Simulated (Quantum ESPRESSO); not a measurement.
# KF (Carobbiite): zone-centre phonons and dielectric response under several settings

```
K F
1.0
     0.00000    2.67185    2.67185
     2.67185    0.00000    2.67185
     2.67185    2.67185    0.00000
K F
1 1
Direct
  0.00000 0.00000 0.00000
  0.50000 0.50000 0.50000
```

All runs used Quantum ESPRESSO 7.5; k mesh 4 × 4 × 4, shifted; relaxed cell; no spin polarisation; cutoff 1143 eV; occupations smeared at first, fixed for the response.

| level | potentials | volume (Å³/atom) | lowest optical mode without the field (cm⁻¹) | highest mode with the field (cm⁻¹) | ε∞ (mean) | ε0 (mean) | Born charge of atom 1 (e) |
| --- | --- | --- | --- | --- | --- | --- | --- |
| LDA | PseudoDojo 0.4.1 SR LDA standard | 17.16 | 211 | 340 | 2.10 | 5.4 | 1.15 |
| PBE | PseudoDojo 0.4.1 SR PBE standard | ? | ? | ? | ? | ? | ? |

Task: What stands in the row left open?

Result: Volume 19.84 Å³/atom; lowest optical mode without the field 165 cm⁻¹; highest mode with the field 302 cm⁻¹; ε∞ 1.96; ε0 6.5; Born charge of atom 1 1.13 e.
